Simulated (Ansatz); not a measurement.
Theory: DFT PBE, scalar-relativistic, plane waves, PAW (Ansatz 0.2.0).

Structure of Rb:

```
CELL_PARAMETERS angstrom
-2.83501 2.83501 2.83501
2.83501 -2.83501 2.83501
2.83501 2.83501 -2.83501
ATOMIC_POSITIONS crystal
Rb 0.00000 0.00000 0.00000
```

Plane waves to 420 eV, a k mesh through Γ of 10×10×10 on the computed 1-atom cell and Gaussian smearing (0.10 eV); no spin polarisation.

Levels along Γ–H–N–Γ–P–H | P–N, in eV from the Fermi level, sorted by energy at each point. Points in fractions of the primitive reciprocal vectors: Γ (0.000 0.000 0.000), H (0.500 -0.500 0.500), N (0.000 0.000 0.500), P (0.250 0.250 0.250).
```tsv
point	k (1/Å, with 2π)	band 5	band 6	band 7	band 8
Γ	0.000	-1.97	3.67	3.67	3.67
-	0.158	-1.85	3.54	3.54	3.75
-	0.317	-1.50	3.29	3.29	3.37
-	0.475	-0.95	2.64	3.09	3.09
-	0.633	-0.24	2.04	3.02	3.02
-	0.791	0.51	1.61	3.07	3.07
-	0.950	1.09	1.34	3.06	3.18
H	1.108	1.26	1.26	3.24	3.24
-	1.220	1.22	1.27	2.99	3.21
-	1.332	1.12	1.24	2.63	3.11
-	1.444	1.00	1.06	2.57	2.98
-	1.556	0.76	0.91	2.83	2.83
-	1.668	0.48	0.83	2.70	3.28
-	1.780	0.30	0.79	2.61	3.85
N	1.892	0.24	0.78	2.58	4.25
-	2.004	-0.11	1.13	2.62	4.31
-	2.116	-0.60	1.65	2.73	4.43
-	2.228	-1.06	2.19	2.90	4.46
-	2.340	-1.45	2.73	3.13	4.16
-	2.451	-1.73	3.24	3.38	3.89
-	2.563	-1.91	3.58	3.59	3.73
Γ	2.675	-1.97	3.67	3.67	3.67
-	2.812	-1.88	3.53	3.53	3.76
-	2.950	-1.62	3.11	3.11	4.01
-	3.087	-1.19	2.60	2.60	4.30
-	3.224	-0.64	2.15	2.15	4.24
-	3.361	0.02	1.77	1.77	3.63
-	3.498	0.73	1.49	1.49	2.93
P	3.635	1.29	1.29	1.29	2.58
-	3.772	1.17	1.17	1.33	2.98
-	3.909	1.11	1.11	1.24	3.71
-	4.046	1.10	1.10	1.33	4.39
-	4.183	1.13	1.13	1.64	3.99
-	4.321	1.19	1.19	2.17	3.59
-	4.457	1.24	1.24	2.82	3.33
H	4.595	1.26	1.26	3.24	3.24
P	4.595	1.29	1.29	1.29	2.58
-	4.674	1.15	1.19	1.47	2.72
-	4.753	0.96	1.03	1.67	3.05
-	4.832	0.73	0.93	1.89	3.44
-	4.911	0.52	0.86	2.12	3.82
-	4.990	0.37	0.81	2.35	4.09
-	5.070	0.27	0.79	2.52	4.21
N	5.149	0.24	0.78	2.58	4.25
```

Cost: 1 run of about 0.14 core-minutes, on Intel Xeon Platinum 8488C (Sapphire Rapids) (shared hosts).